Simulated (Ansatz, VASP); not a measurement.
CdTe: VASP beside Ansatz

```
Cd Te
1.0
     0.00000    3.30794    3.30794
     3.30794    0.00000    3.30794
     3.30794    3.30794    0.00000
Cd Te
1 1
Direct
  0.00000 0.00000 0.00000
  0.25000 0.25000 0.25000
```

The cell was relaxed by an earlier calculation.

Alike in both runs: task single point; functional PBE; k mesh 11 × 11 × 11; occupations fermi-dirac, width 0.08 eV; no spin polarisation.

```csv
,VASP,Ansatz
version,VASP 6.6.1,Ansatz 0.2.0
potentials or method,"VASP PAW PBE potentials, release 64 (Cd, Te), cutoff 520 eV","all-electron LAPW, scalar-relativistic"
```

Ansatz gave:

- pressure (GPa): 0.1

**Question.** Which values does VASP return?

**Answer.** Pressure (GPa): 0.2.

Ansatz ran all-electron here, so the differences hold the error of VASP's frozen core and of both bases.
